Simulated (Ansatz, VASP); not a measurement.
## Al35N36 (V_Al) in two plane-wave programs

Wanted: the spread between two codes on one cell, functional and k mesh. The cell is taken from a series of runs on this material, whose earlier steps may have relaxed, scaled, displaced or heated it; both programs get it as it stands.

Method: plane waves, with VASP 6.6.1 beside it; single point at r2SCAN, in Ansatz 0.2.0.

## 1. The structure

The cell holds 71 atoms: 35 Al and 36 N. Cell: a = 9.459 Å, b = 9.459 Å, c = 10.106 Å, α = 90.0°, β = 90.0°, γ = 120.0°. It derives from AlN (AlN (P6_3mc)). Nearest the centre at fractional (0.444, 0.556, 0.500): N56 at 2.14 Å, N40 at 2.15 Å, N52 at 2.16 Å, N55 at 2.18 Å, Al20 at 3.08 Å, Al5 at 3.08 Å, Al17 at 3.12 Å, Al22 at 3.12 Å.

Structure file:

```
Al N
1.0
     9.45936    0.00000    0.00000
    -4.72968    8.19205    0.00000
     0.00000    0.00000   10.10582
Al N
35 36
Direct
  0.22164 0.11128 0.25053
  0.11066 0.22317 0.50061
  0.22114 0.11103 0.75082
  0.11020 0.22188 0.00077
  0.22181 0.44408 0.25353
  0.11227 0.55496 0.50063
  0.21991 0.44348 0.74901
  0.11039 0.55543 0.00075
  0.22203 0.77728 0.25076
  0.11070 0.88867 0.50021
  0.22169 0.77762 0.75053
  0.11065 0.88872 0.00103
  0.55441 0.11030 0.25157
  0.44119 0.21972 0.50200
  0.55510 0.11095 0.75025
  0.44367 0.22138 0.00048
  0.55474 0.44465 0.24848
  0.55579 0.44366 0.75054
  0.44354 0.55577 0.99856
  0.55520 0.77743 0.25331
  0.44411 0.88702 0.50075
  0.55597 0.77955 0.74913
  0.44389 0.88898 0.00075
  0.88882 0.11059 0.25208
  0.77748 0.22184 0.49926
  0.88836 0.11109 0.75028
  0.77728 0.22209 0.00114
  0.88906 0.44497 0.25157
  0.77963 0.55814 0.50200
  0.88848 0.44429 0.75025
  0.77798 0.55569 0.00049
  0.88811 0.77774 0.25053
  0.77642 0.88873 0.50075
  0.88839 0.77824 0.75085
  0.77747 0.88916 0.00078
  0.22081 0.11018 0.44114
  0.11054 0.22055 0.18946
  0.22125 0.11071 0.94075
  0.11001 0.22087 0.69192
  0.19453 0.43007 0.43541
  0.11056 0.55612 0.18961
  0.21947 0.44348 0.94153
  0.11005 0.55581 0.69164
  0.22117 0.77806 0.44126
  0.11086 0.88850 0.19113
  0.22134 0.77803 0.94067
  0.11071 0.88868 0.69107
  0.55399 0.11168 0.44146
  0.44328 0.22070 0.18947
  0.55521 0.11141 0.94059
  0.44343 0.22133 0.69190
  0.56978 0.42960 0.43352
  0.44399 0.55532 0.19035
  0.55576 0.44359 0.94232
  0.44416 0.55546 0.71515
  0.56931 0.80483 0.43547
  0.44327 0.88878 0.18967
  0.55582 0.77984 0.94163
  0.44357 0.88934 0.69169
  0.88849 0.11070 0.44159
  0.77743 0.22193 0.19154
  0.88792 0.11139 0.94064
  0.77731 0.22206 0.69072
  0.88740 0.44528 0.44145
  0.77871 0.55615 0.18947
  0.88798 0.44413 0.94057
  0.77809 0.55597 0.69193
  0.88916 0.77854 0.44116
  0.77868 0.88878 0.18956
  0.88864 0.77808 0.94078
  0.77854 0.88940 0.69198
```

## 2. Ansatz: single point, r2SCAN

Ansatz runs on its PAW soft_1 files.

With cell and atoms fixed, the geometry can't cause a difference; cores, projectors, grids and the points listed under the comparison can.

File input.yaml:

```yaml
crystal:
  checkpoint: "../qm1_M2.relax.run"
  host: checkpoint
basis:
  ecutwfc: 500
  xc_grid: 2
hamiltonian:
  xc: r2scan
  pseudopotentials: { kind: paw, azcp: { folder: soft_1 } }
kpoints:
  mp_grid: { grid: [2, 2, 2], shift: [0.5, 0.5, 0.5] }
scf:
  occupations: { method: fermi_dirac, width: 0.01 }
  max_iter: 60
output:
  forces: true
  eigenvalues: true
  charged_corrections: { defect_position: [0.444444, 0.555556, 0.499602] }
checkpoint:
  read: "../qm1_M2.relax.run"
  write: "../qm1_M2.point_neutral.run"
  compress: false
  write_wavefunctions: false
  write_every: 100000
magnetization:
  spin_polarized: true
  initial_magnetization: 1
  spin_locking: { lock_magnetization: hard }
```

Launch:

```sh
$ ansatz run input.yaml --threads 8 --pin off --max-ram 15073MiB --backend cpu --events-out ev --progress --plain --runs-dir out
```

Numbers of over 12 decimals in the logs are rounded to 6 here.

Log:

```text
Warning: This run holds its total moment fixed (magnetization.spin_locking.lock_magnetization: hard) and mixes its density by anderson or broyden (scf.mixing.algorithm, typed or taken by auto). Slabs with a fixed moment have converged under broyden above another state at the same moment, at the default mixing steps and at smaller ones, and under scf.lower_state_search: standard, light or off a state that such a mixer [...]
checkpoint.read: neither the saved density nor the saved orbitals are used: the state is of another total charge, and does not settle where this run's electrons and spins go. The run starts from its atoms. Which states do: the manual's quickstart, A charge series.
crystal.checkpoint: the structure is that of <dir>, a `relax` run, at its step 7: its result, under r2scan at a charge of -1 e; 71 atoms read, 4 with a starting moment; this deck's charge is 0 e; this run starts in the magnetic order that was found there; no density is read with it (checkpoint.read); crystal.structure_sha256 for this input is
Engine: ansatz 0.2.0, aarch64-unknown-linux-gnu
Pseudopotentials: kind: paw
Pseudopotential: Al, paw, valence charge 3, recommended cutoff 500 eV (meta_gga), soft_1/Al.paw.azcp
Pseudopotential: N, paw, valence charge 5, recommended cutoff 500 eV (meta_gga), soft_1/N.paw.azcp
Functional definition: r2SCAN
  parameter k0 = 0.174
  parameter k1 = 0.065
  parameter a1 = 4.9479
  exchange = r2scan_x(k0 = k0, k1 = k1, a1 = a1)
  correlation = r2scan_c
Crystal: 71 atoms, lattice volume = 783.115 Å³
Basis set: ecut = 500 eV, 19945 PW (Γ), exchange–correlation on 144×144×150 points (8 copies of the dense FFT grid, shifted against one another)
Bands: 214, of which v1, the nominal top of the filled ones, is band 143 counted from 1 (142 counted from 0)
Symmetry: 1 space group operations
Space group: P1 (ITA 1), of the structure as read, at distance tolerance 9.2e-5 Å
Magnetic group: BNS 1.1 (UNI 1), of the structure as read, at distance tolerance 9.2e-5 Å
k-points: 4 of 8 (time reversal used)
Non-local potential: Al, projectors of the file, l = 0: 2, l = 1: 2, l = 2: 1
Non-local potential: N, projectors of the file, l = 0: 2, l = 1: 2, l = 2: 1
PAW form: soft (Blöchl's): semilocal exchange-correlation on the pseudo side does not see the compensation charge
PAW frozen core: Al, regenerated for the run's functional (the file was generated under x = pbe(κ = 0.804, μ = 0.219515), c = pbe(β = 0.066725))
PAW frozen core: N, regenerated for the run's functional (the file was generated under x = pbe(κ = 0.804, μ = 0.219515), c = pbe(β = 0.066725))
PAW one-centre angular grid: Al, 302 points (default); XC on 160 Gauss nodes
PAW one-centre angular grid: N, 302 points (default); XC on 160 Gauss nodes
Initial density: superposition of atomic densities (chi_scale 0.1, normalization cell, long waves kept (reshape's long-wave potential 0.10 eV rms))
Starting moments: Σ|m| = 1 μB on 4 of 71 sites
Initial wavefunctions: pseudopotential atomic-orbital guess
Functional: x = r2scan, c = r2scan; τ floored in thin density (d = 2e-4 eV/Å³)
SCF iter   1: F=—  HF=-32907.331510 eV  |F-HF|=—  |Δ(HF+E_count)|=         —  Δρ=6.48e-2 (↑6.38e-2 ↓6.48e-2)  dr2=1.63e2  dr2_τ=4.43e0  dr2_m=1.77e-1  M=1.000 μB ∫|m|=1.103 μB  β_m=1.20  ethr=3.10e-3  ⟨swp⟩=6.0  Hψ=6824  notcnv=0  defer=427
preconditioner: auto → Resta (q_TF=auto, 2.305 Å⁻¹)  ε∞=3.3  [insulator: Δε(μ)=0.099 eV  Ē_g=14.655 eV  σ=0.010 eV  W_gap=0.99  n_scr=162 (ndim 8)  ℏωp=22.4 eV  f_vac=0.000  D(μ)=1.17/eV (n_scr^D=0)  ε∞_Penn≈3.3]
spin=Collinear: Resta preconditioning applied to the charge; magnetization (m = ρ↑ − ρ↓) channel mixes plain (no charge-response kernel on spin).
SCF iter   2: F=—  HF=-32877.358996 eV  |F-HF|=—  |Δ(HF+E_count)|=    3.00e1  Δρ=3.58e-2 (↑3.53e-2 ↓3.58e-2)  dr2=5.06e1  dr2_τ=5.86e-1  dr2_m=6.70e-2  M=1.000 μB ∫|m|=1.366 μB  β_m=1.20  ethr=3.10e-3  ⟨swp⟩=3.0  Hψ=3214  notcnv=0  defer=520  κ⁻¹=1.0e0(r=1)
SCF iter   3: F=—  HF=-32874.123704 eV  |F-HF|=—  |Δ(HF+E_count)|=    3.24e0  Δρ=2.49e-2 (↑2.49e-2 ↓2.35e-2)  dr2=2.15e1  dr2_τ=5.06e-1  dr2_m=3.40e-2  M=1.000 μB ∫|m|=1.486 μB  β_m=1.20  ethr=3.10e-3  ⟨swp⟩=3.4  Hψ=3217  notcnv=0  defer=520  κ⁻¹=5.9e-1(r=2)
SCF iter   4: F=—  HF=-32873.745387 eV  |F-HF|=—  |Δ(HF+E_count)|=   3.78e-1  Δρ=1.60e-2 (↑1.55e-2 ↓1.60e-2)  dr2=4.73e0  dr2_τ=6.07e-2  dr2_m=1.72e-1  M=1.000 μB ∫|m|=2.515 μB  β_m=1.20  ethr=3.10e-3  ⟨swp⟩=3.2  Hψ=2740  notcnv=0  defer=528  κ⁻¹=2.6e-2(r=3)
[...]
atom  59  N     -0.15466114    -0.06949256     0.28764268
  atom  60  Al     0.02386248    -0.08776220     0.11025450
  atom  61  Al     0.05680012     0.06118491    -0.12038164
  atom  62  N      0.03576693     0.00530333     0.03257868
  atom  63  N     -0.22985581    -0.02598615    -0.19933857
  atom  64  Al     0.16097393     0.03282690    -0.16338292
  atom  65  Al     0.89643403     0.22684515     0.49016491
  atom  66  N     -0.24411545    -0.13106138     0.00854713
  atom  67  N     -0.19082718    -0.01651808     0.34656169
  atom  68  Al     0.12922586     0.03468437     0.08723425
  atom  69  Al     0.04988296     0.05567048    -0.14128188
  atom  70  N     -0.02330889    -0.04464082     0.04778853
  atom  71  N     -0.18575127    -0.11281213    -0.25052195
  max |Σ_I F_I| component: 2.85e-3 eV/Å
--- Band table (eV; the first three rows and the last of 8) ---
  k-point 0 ↑: bands = [... 139 lower, 5.8061, 5.8366, 5.8755, 5.9705, 7.3524, 11.9795, 12.0894, 12.1548, ... 67 higher]
  k-point 1 ↑: bands = [... 139 lower, 5.8057, 5.8386, 5.8703, 5.9743, 7.3524, 11.9791, 12.0896, 12.1550, ... 67 higher]
  k-point 2 ↑: bands = [... 139 lower, 5.7476, 5.8267, 5.9714, 5.9773, 7.3174, 11.4272, 12.0061, 12.3286, ... 67 higher]
  k-point 3 ↓: bands = [... 139 lower, 5.9462, 5.9562, 6.4078, 7.3212, 7.3353, 11.4411, 12.0264, 12.3219, ... 67 higher]
```

## 3. VASP: single point, r2SCAN

The same cell, functional, mesh and smearing now go to VASP, with its own data sets.

Lines of VASP's logs that name or quote its potential files are left out, and so is its time.

File INCAR:

```
SYSTEM = Al35N36
PREC = Accurate
ENCUT = 580
EDIFF = 1E-06
NELM = 200
ISMEAR = -1
SIGMA = 0.01
LREAL = Auto
ALGO = Normal
METAGGA = R2SCAN
LASPH = .TRUE.
NBANDS = 192
ISPIN = 2
MAGMOM = 0 -0 0 0 -0 -0 -0 0 -0 -0 -0 -0 0 0 -0 0 0 -0 -0 -0 -0 -0 0 -0 -0 -0 0 0 0 -0 0 0 -0 0 0 -0 0.01 0 -0 0.35 0.01 0.03 -0 -0 0 0 0 -0.02 -0.01 0 -0 -0.56 -0 0.04 0.45 0.37 0.01 0.03 -0 0.05 -0 0 0 -0.02 -0.01 0 -0 -0 0.01 0 -0
LORBIT = 11
LWAVE = .FALSE.
LCHARG = .FALSE.
ISIF = 2
ISYM = 0
NUPDOWN = 1
GGA_COMPAT = .FALSE.
LMIXTAU = .TRUE.
KPAR = 4
```

File POSCAR:

```
Al35N36
1.0
    9.4593590190      0.0000000873      0.0000000000
   -4.7296795851      8.1920451703      0.0000000000
    0.0000000000      0.0000000000     10.1058248848
Al N
35 36
Direct
    0.2216426654      0.1112796716      0.2505274669
    0.1106604374      0.2231681824      0.5006079503
    0.2211419705      0.1110320005      0.7508154135
    0.1102041143      0.2218844432      0.0007744216
    0.2218140116      0.4440810790      0.2535261381
    0.1122705748      0.5549636894      0.5006319051
    0.2199086329      0.4434809619      0.7490138607
    0.1103854266      0.5554337864      0.0007536285
    0.2220335491      0.7772836978      0.2507591943
    0.1106981609      0.8886734169      0.5002072383
    0.2216885868      0.7776189714      0.7505253469
    0.1106489184      0.8887247052      0.0010316670
    0.5544083146      0.1102994474      0.2515667943
    0.4411906917      0.2197157597      0.5019980560
    0.5551000906      0.1109510520      0.7502499955
    0.4436650070      0.2213814100      0.0004780868
    0.5547353084      0.4446538505      0.2484796707
    0.5557894580      0.4436558268      0.7505351925
    0.4435390525      0.5557684968      0.9985644644
    0.5551953933      0.7774279293      0.2533079199
    0.4441135737      0.8870152101      0.5007452245
    0.5559707165      0.7795527929      0.7491284418
    0.4438889536      0.8889833712      0.0007539016
    0.8888217082      0.1105892111      0.2520808604
    0.7774792494      0.2218432201      0.4992609078
    0.8883575886      0.1110876752      0.7502781783
    0.7772788981      0.2220878294      0.0011420536
    0.8890598002      0.4449710254      0.2515688960
    0.7796323261      0.5581367139      0.5019999023
    0.8884762701      0.4442911671      0.7502473963
    0.7779799739      0.5556882454      0.0004891554
    0.8881125047      0.7777380940      0.2505270955
    0.7764160113      0.8887291003      0.5007526892
    0.8883893918      0.7782395352      0.7508480592
    0.7774713044      0.8891611419      0.0007810595
    0.2208064973      0.1101826384      0.4411438423
    0.1105352272      0.2205527882      0.1894596486
    0.2212526392      0.1107070704      0.9407456071
    0.1100109481      0.2208692564      0.6919218644
    0.1945276599      0.4300682501      0.4354140497
    0.1105630974      0.5561246441      0.1896068419
    0.2194714862      0.4434823315      0.9415281927
    0.1100494169      0.5558059142      0.6916357389
    0.2211686949      0.7780614708      0.4412585913
    0.1108614059      0.8884998237      0.1911341765
    0.2213412696      0.7780347082      0.9406676616
    0.1107074442      0.8886787647      0.6910685361
    0.5539860346      0.1116752919      0.4414605419
    0.4432771357      0.2206957146      0.1894715294
    0.5552115864      0.1114091733      0.9405861183
    0.4434328294      0.2213303545      0.6918982217
    0.5697821017      0.4295961104      0.4335173248
    0.4439873250      0.5553159699      0.1903490980
    0.5557612103      0.4435881669      0.9423160514
    0.4441581084      0.5554575653      0.7151515492
    0.5693102941      0.8048286726      0.4354727371
    0.4432707443      0.8887787579      0.1896659911
    0.5558213081      0.7798429567      0.9416279254
    0.4435683151      0.8893351069      0.6916913844
    0.8884894785      0.1107017200      0.4415882171
    0.7774332083      0.2219283015      0.1915388675
    0.8879174962      0.1113931705      0.9406447751
    0.7773051679      0.2220608856      0.6907199091
    0.8874031784      0.4452753045      0.4414502363
    0.7787098607      0.5561491605      0.1894715807
    0.8879803945      0.4441341096      0.9405744967
    0.7780905091      0.5559688086      0.6919281484
    0.8891562824      0.7785361923      0.4411641789
    0.7786770284      0.8887838154      0.1895554578
    0.8886374475      0.7780828271      0.9407750742
    0.7785446795      0.8894026427      0.6919813511
```

File KPOINTS:

```
Points of the shifted mesh
8
Reciprocal
 0.2500000000  0.2500000000  0.2500000000 1
 0.2500000000  0.2500000000  0.7500000000 1
 0.2500000000  0.7500000000  0.2500000000 1
 0.2500000000  0.7500000000  0.7500000000 1
 0.7500000000  0.2500000000  0.2500000000 1
 0.7500000000  0.2500000000  0.7500000000 1
 0.7500000000  0.7500000000  0.2500000000 1
 0.7500000000  0.7500000000  0.7500000000 1
```

Potentials, in the order of the species: Al and N (PBE family, release 64).

Launch:

```sh
$ mpirun -np 8 vasp_std
```

Log:

```text
[banner, memory and clock lines left out]
running    8 mpi-ranks, on    1 nodes
[...]
|                                                                             |
|           W    W    AA    RRRRR   N    N  II  N    N   GGGG   !!!           |
|           W    W   A  A   R    R  NN   N  II  NN   N  G    G  !!!           |
|           W    W  A    A  R    R  N N  N  II  N N  N  G       !!!           |
|           W WW W  AAAAAA  RRRRR   N  N N  II  N  N N  G  GGG   !            |
|           WW  WW  A    A  R   R   N   NN  II  N   NN  G    G                |
|           W    W  A    A  R    R  N    N  II  N    N   GGGG   !!!           |
|                                                                             |
|     For optimal performance we recommend to set                             |
|       NCORE = 2 up to number-of-cores-per-socket                            |
|     NCORE specifies how many cores store one orbital (NPAR=cpu/NCORE).      |
|     This setting can greatly improve the performance of VASP for DFT.       |
[...]
|                                                                             |
|     You enforced a specific xc type in the INCAR file but a different       |
|     [... a line on the potential file left out ...]
|     I HOPE YOU KNOW WHAT YOU ARE DOING!                                     |
|                                                                             |

 LDA part: xc-table for (None), standard interpolation
 POSCAR, INCAR and KPOINTS ok, starting setup
[...]
entering main loop
       N       E                     dE             d eps       ncg     rms          rms(c)
DAV:   1     0.116066116592E+04    0.11607E+04   -0.14493E+05  6144   0.151E+03
DAV:   2    -0.669838618850E+03   -0.18305E+04   -0.17591E+04  7656   0.298E+02
DAV:   3    -0.822154243999E+03   -0.15232E+03   -0.15075E+03  7408   0.922E+01
DAV:   4    -0.824924280350E+03   -0.27700E+01   -0.27587E+01  7272   0.130E+01
[...]
DAV:  24    -0.674864117090E+03   -0.49445E-05   -0.61882E-06  6512   0.834E-03    0.264E-03
DAV:  25    -0.674864118156E+03   -0.10656E-05   -0.18511E-06  4440   0.465E-03    0.157E-03
DAV:  26    -0.674864118465E+03   -0.30865E-06   -0.41987E-07  3504   0.208E-03
   1 F= -.67486412E+03 E0= -.67486412E+03  d E =-.115478E-06  mag=     1.0000
```

From OUTCAR (step 3):

```text
  FREE ENERGIE OF THE ION-ELECTRON SYSTEM (eV)
  ---------------------------------------------------
  free  energy   TOTEN  =      -674.8641184646 eV

  energy  without entropy=     -674.8641183491  energy(sigma->0) =     -674.86411841

 magnetization (x)
# of ion       s       p       d       tot
------------------------------------------
    1        0.000  -0.000   0.000   0.000
    2       -0.002  -0.001   0.000  -0.003
    3       -0.000   0.000   0.000   0.000
    4        0.000   0.001   0.000   0.001
    5       -0.002  -0.003   0.000  -0.005
    6       -0.003  -0.006   0.000  -0.008
    7       -0.003  -0.005   0.000  -0.007
    8        0.000   0.001   0.000   0.001
    9       -0.000  -0.000   0.000  -0.000
   10       -0.000  -0.000   0.000  -0.000
   11       -0.000  -0.000   0.000  -0.000
   12       -0.000  -0.000   0.000  -0.000
   13        0.000   0.000   0.000   0.000
[...]
--------------------------------------------------
tot          0.022   0.697   0.000   0.719
```

The run ends at a pressure of -7.42 GPa, with forces up to 1.1 eV/Å.

## 4. Comparison

Known differences besides the potentials themselves: VASP starts from the moments at which Ansatz ended; VASP keeps PBE cores, Ansatz makes them for the functional; the cutoff is 500 eV in Ansatz and 580 eV in VASP (PREC = Accurate, projectors in real space); site moments are counted in spheres of each program's own size. Total energies have different zeros and are not compared.

Both answers:

```
                             quantity  Ansatz   VASP  difference
total moment, fixed by the input (μB)    1.00   1.00        0.00
                   moment on N52 (μB)   -0.56  -0.54       -0.02
                   moment on N55 (μB)    0.45   0.43       +0.01
                   moment on N56 (μB)    0.37   0.37        0.00
                   moment on N40 (μB)    0.35   0.35        0.00
                   moment on N60 (μB)    0.05   0.05        0.00
```

Forces on 8 of the 71 atoms, those with the largest forces and the largest differences (eV/Å; atoms numbered as in POSCAR):

```
atom          Ansatz x, y, z            VASP x, y, z
 Al2    0.255, -0.868, 0.488    0.252, -0.870, 0.490
 Al5    0.040, 0.056, -0.975    0.037, 0.053, -0.974
 Al6    -0.685, 0.588, 0.372    -0.695, 0.586, 0.376
Al17   0.049, -0.030, -0.852   0.049, -0.031, -0.858
Al20  -0.029, -0.067, -0.985  -0.028, -0.068, -0.999
Al21    -0.868, 0.303, 0.379    -0.883, 0.318, 0.388
Al29     0.574, 0.477, 0.356     0.587, 0.479, 0.372
Al33     0.896, 0.227, 0.490     0.911, 0.238, 0.498
```

The forces differ by 4.3 meV/Å r.m.s., which is 1.7 % of the r.m.s. force of 0.244 eV/Å (both taken over all components).

## 5. Outcome

```yaml
r_m_s_force_difference_single_point_r2scan: 1.7 % of the r.m.s. force
```

What this shows: The r.m.s. force difference is 1.7 % of the r.m.s. force (single point, r2SCAN), within the 3 % picked in this series as the mark of a large difference. Such differences can come from data sets, numerical settings and the points named under the comparisons, not from the functional's error against experiment.

[Lines on the potential files, build, host, timing and source positions are cut from VASP's logs without a mark.]

[Logs are printed without paths, hosts, clocks, repeated set-up lines and the standing remarks that a program may print on its own settings, such as how far it seeks lower states.]

[Hosts, paths, dates, database ids (printed as entryN), source tags and the programs' standing remarks are cut or masked in the printed files.]
